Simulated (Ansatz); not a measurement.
Space group P4_2/mnm (No. 136). a = 5.082 Å, b = 5.082 Å, c = 3.443 Å, α = 90.00°, β = 90.00°, γ = 90.00°
```json
{"atom": "Pb", "site": "2a", "symmetry": "m.mm", "x": "0.0000", "y": "0.0000", "z": "0.0000"}
{"atom": "O", "site": "4f", "symmetry": "m.2m", "x": "0.3080", "y": "0.3080", "z": "0.0000"}
```

Equation of state of this PbO$_{2}$ structure (not necessarily the ground state), with shape and atoms relaxed at each volume where symmetry leaves them free. It has no gap at any of these volumes. Method: DFT PBE, scalar-relativistic, plane waves, PAW (Ansatz 0.2.0).

Plane waves to 420 eV, a k mesh through Γ of 8×8×10 on the computed 6-atom cell and Gaussian smearing (0.10 eV); no spin polarisation.

```
V (Å³/atom) E − E(largest V) (meV/atom) P (GPa)
     13.041                        55.72    19.56
     13.486                        10.62    13.19
     13.930                       -18.40     7.90
     14.375                       -34.02     3.54
     14.819                       -38.69     0.00
     15.264                       -34.54    -2.91
     15.709                       -23.31    -5.13
     16.301                         0.00    -7.33
```

Problem. Fit a third-order Birch–Murnaghan equation to E(V).

Solution. V0 = 14.82 Å³/atom, B0 = 105 GPa, B0' = 6.1.

Spin-orbit coupling is left out, which matters for the bands of heavy elements.

Cost: 8 runs of about 5.7 core-minutes in all, on Intel Xeon 6975P-C (Granite Rapids) (shared hosts).